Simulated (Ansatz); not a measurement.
# SnO: response to strain

Aim: deform SnO (equal xy, yz and zx engineering shear strains of -1 %) and compute stress, forces and field gradients with LAPW, PAW and all-electron datasets made for the crystal.

Method: DFT LDA, scalar-relativistic, in Ansatz 0.2.0.

**1. The system as given**

The structure is tetragonal, space group P4/nmm (No. 129). The conventional cell has a = 3.802 Å, b = 3.802 Å, c = 4.836 Å, α = 90.00°, β = 90.00°, γ = 90.00°. Sn (site symmetry 4mm) is surrounded by 4 O at 2.22 Å. O (site symmetry -4m2) is surrounded by 4 Sn at 2.22 Å.

Structure file:

```cif
data_structure
_symmetry_space_group_name_H-M 'P4/nmm:1'
_symmetry_Int_Tables_number 129
_cell_length_a 3.8020
_cell_length_b 3.8020
_cell_length_c 4.8360
_cell_angle_alpha 90.000
_cell_angle_beta 90.000
_cell_angle_gamma 90.000
_cell_volume 69.91
loop_
_atom_site_label
_atom_site_type_symbol
_atom_site_symmetry_multiplicity
_atom_site_Wyckoff_symbol
_atom_site_fract_x
_atom_site_fract_y
_atom_site_fract_z
_atom_site_occupancy
Sn1 Sn 2 c 0.00000 0.50000 0.23850 1
O1 O 2 a 0.00000 0.00000 0.00000 1
```

The file gives the conventional cell by its symmetry; the runs use the cell typed in the input.

Atoms are numbered in the order of the input: Sn1, Sn2, O3, O4.

**2. The deformed structure**

Space group P4/nmm before, C2/m after.

**3. All-electron LAPW**

The input, input.yaml:

```yaml
crystal:
  lattice:
    - [3.802, -0.01901, -0.01901]
    - [-0.01901, 3.802, -0.01901]
    - [-0.02418, -0.02418, 4.836]
  atoms:
    - { symbol: Sn, position: [0.0, 0.5, 0.2385] }
    - { symbol: Sn, position: [0.5, 0.0, 0.7615] }
    - { symbol: O, position: [0.0, 0.0, 0.0] }
    - { symbol: O, position: [0.5, 0.5, 0.0] }
kpoints:
  mp_grid: { grid: [6, 6, 5] }
  band_path:
    path:
      - [0.0, 0.0, 0.0]
      - [-0.5, 0.5, 0.0]
      - [-0.5, 0.5, 0.5]
      - [0.0, 0.0, 0.5]
      - [0.0, 0.0, 0.0]
      - [-0.5, 0.0, 0.5]
      - [0.0, 0.0, 0.0]
      - [-0.5, 0.0, 0.0]
    npoints: 5
scf:
  occupations: { method: fermi_dirac, width: 0.02 }
hamiltonian:
  xc: lda
  pseudopotentials: { kind: all_electron, lapw: { basis_error: 0.0005 } }
output:
  forces: true
  stress: true
  eigenvalues: true
```

On the command line:

```sh
> ansatz run input.yaml --threads 1 --pin off --max-ram 4096MiB --backend cpu --events-out ev --progress --plain --runs-dir out
```

**4. Frozen-core PAW**

The input, input.yaml:

```yaml
crystal:
  lattice:
    - [3.802, -0.01901, -0.01901]
    - [-0.01901, 3.802, -0.01901]
    - [-0.02418, -0.02418, 4.836]
  atoms:
    - { symbol: Sn, position: [0.0, 0.5, 0.2385] }
    - { symbol: Sn, position: [0.5, 0.0, 0.7615] }
    - { symbol: O, position: [0.0, 0.0, 0.0] }
    - { symbol: O, position: [0.5, 0.5, 0.0] }
kpoints:
  mp_grid: { grid: [6, 6, 5] }
scf:
  occupations: { method: fermi_dirac, width: 0.02 }
hamiltonian:
  xc: lda
  pseudopotentials: { kind: paw }
output:
  forces: true
  stress: true
  eigenvalues: true
  efg: { contact_densities: true }
  write_density: true
  write_potential: true
  elf: true
  volumetric_format: npy
```

**5. All-electron PAW on datasets made for the crystal**

input.yaml, as its differences from that of step 4:

```diff
@@ -16,3 +16,3 @@
   xc: lda
-  pseudopotentials: { kind: paw }
+  pseudopotentials: { kind: all_electron, datasets: crystal }
 output:
@@ -22,5 +22 @@
   efg: { contact_densities: true }
-  write_density: true
-  write_potential: true
-  elf: true
-  volumetric_format: npy
```

(Steps that only read results are left out.)

**Question.** What will these runs give? Wanted: pressure; largest shear or deviatoric stress.

The runs gave:

```
                                 quantity                                              value
                                 pressure  LAPW -2.82, PAW -2.82, crystal datasets -2.82 GPa
largest shear or deviatoric stress (LAPW)                                           0.85 GPa
```

In words: The largest part of the stress beyond the pressure is 0.85 GPa in size, in the xy component; the atoms are carried along and not relaxed. No run of the undeformed cell stands beside it, so the pressure holds what the given cell had before the change. PAW: stress within 0.01 GPa of LAPW, forces within 1 meV/Å. Crystal datasets: stress within 0.01 GPa of LAPW, forces within 1 meV/Å.
